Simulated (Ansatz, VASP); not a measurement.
# One calculation of Ge, two programs

```
Ge
1.0
    -3.46025    3.46025    3.46025
     3.46025   -3.46025    3.46025
     3.46025    3.46025   -3.46025
Ge
4
Direct
  0.75000 0.75000 0.75000
  0.50000 0.00000 0.75000
  0.00000 0.75000 0.50000
  0.75000 0.50000 0.00000
```

Alike in both runs: functional PBE; k mesh 10 × 10 × 10; occupations gaussian, width 0.1 eV; no spin polarisation.

Ansatz relaxed the structure, and its values are those at the end. VASP's run is a single point on that final structure, the one shown.

|  | VASP | Ansatz |
| --- | --- | --- |
| version | VASP 6.6.1 | Ansatz 0.2.0 |
| potentials or method | VASP PAW PBE potentials, release 64 (Ge_d) | scalar-relativistic, plane waves, PAW |
| plane-wave cutoff (eV) | 520 | 420 |
| valence electrons in the cell | 56 | 56 |

|  | VASP | Ansatz | Ansatz less VASP |
| --- | --- | --- | --- |
| gap on the k mesh at the Fermi level (eV) | none | none | - |
| pressure (GPa) | 0.0 | 0.0 | +0.04 |

A gap of «none» marks a metal or a gap that the smearing closes.
